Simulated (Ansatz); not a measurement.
# AlN: the cost of one run

Computed with Ansatz 0.2.0 (DFT LDA, frozen-core PAW, scalar-relativistic unless said, unless a step's input says otherwise).

1 further run of the same task is left out (set aside as unsound or not needed).

### Step 1. Starting point

Symmetry: F-43m, No. 216, cubic system. The conventional cell has a = 4.368 Å, b = 4.368 Å, c = 4.368 Å, α = 90.00°, β = 90.00°, γ = 90.00°. Al (site symmetry -43m) is surrounded by 4 N at 1.89 Å. Around N (site symmetry -43m) lie 4 Al at 1.89 Å.

Coordinates:

```cif
data_structure
_symmetry_space_group_name_H-M 'P 1'
_symmetry_Int_Tables_number 1
_cell_length_a 3.0886
_cell_length_b 3.0886
_cell_length_c 3.0886
_cell_angle_alpha 60.000
_cell_angle_beta 60.000
_cell_angle_gamma 60.000
_cell_volume 20.83
loop_
_atom_site_label
_atom_site_type_symbol
_atom_site_fract_x
_atom_site_fract_y
_atom_site_fract_z
_atom_site_occupancy
Al1 Al 0.00000 0.00000 0.00000 1
N1 N 0.25000 0.25000 0.25000 1
```

Cartesian axes are those of the input's lattice vectors. The structure goes back to a database entry.

### Step 2. Cell and atoms relaxed, PAW

Contents of input.yaml:

```yaml
crystal:
  lattice:
    - [0.0, 2.1839935596, 2.1839935596]
    - [2.1839935596, 0.0, 2.1839935596]
    - [2.1839935596, 2.1839935596, 0.0]
  atoms:
    - { symbol: Al, position: [0.0, 0.0, 0.0] }
    - { symbol: "N", position: [0.25, 0.25, 0.25] }
kpoints:
  mp_grid: { grid: [14, 14, 14] }
scf:
  occupations: { method: fermi_dirac, width: 0.08 }
hamiltonian:
  xc: lda
  pseudopotentials: { kind: paw }
relax:
  f_tol: 0.002
  max_steps: 80
  cell: {}
output:
  forces: true
  stress: true
```

Launch:

```
$ ansatz run input.yaml --threads 1 --pin off --max-ram 3072MiB --backend cpu --events-out ev --progress --plain --runs-dir out
```

Q: Estimate wall time and peak memory on 1 thread of Intel Xeon 6975P-C (Granite Rapids), shared host.

About 6.2 s, with a peak of 0.33 GiB.
